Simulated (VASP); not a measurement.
La2O3, 5 atoms in the cell. The typed cell holds 5 atoms: a = 6.267 Å, b = 6.267 Å, c = 3.300 Å, α = 90.00°, β = 90.00°, γ = 120.00°. The cell comes from a database or a generator and needn't be the stable form of this composition. The cell isn't the ideal one: atoms moved at random, drawn with an rms of 0.05 Å.

```yaml
Program: VASP 6.6.1
Task: single point
Functional: PBE
Potentials_or_basis: VASP PAW PBE potentials, release 64 (La, O)
Cutoff: 520 eV
k_mesh: 5 × 5 × 8
Occupations: fermi-dirac, width 0.05 eV
Spin: no spin polarisation
Further_INCAR_settings: ALGO = Normal; EDIFF = 1e-07; NBANDS = 28
```

Potentials or basis: VASP PAW PBE potentials, release 64 (La, O).

Command:

```sh
$ cat potpaw_PBE.64/La/POTCAR potpaw_PBE.64/O/POTCAR > POTCAR
$ mpirun -np 1 vasp_std > vasp.out
```

Hardware: 1 thread of Intel(R) Xeon(R) Platinum 8559C (Emerald Rapids), with other jobs on the host.

**Question.** How long does it take, and how much memory?

**Answer.** Wall time 5 min on 1 thread of Intel(R) Xeon(R) Platinum 8559C (Emerald Rapids), on a shared host, peak memory 0.45 GiB. Counts: scf iterations 19, k points 101.
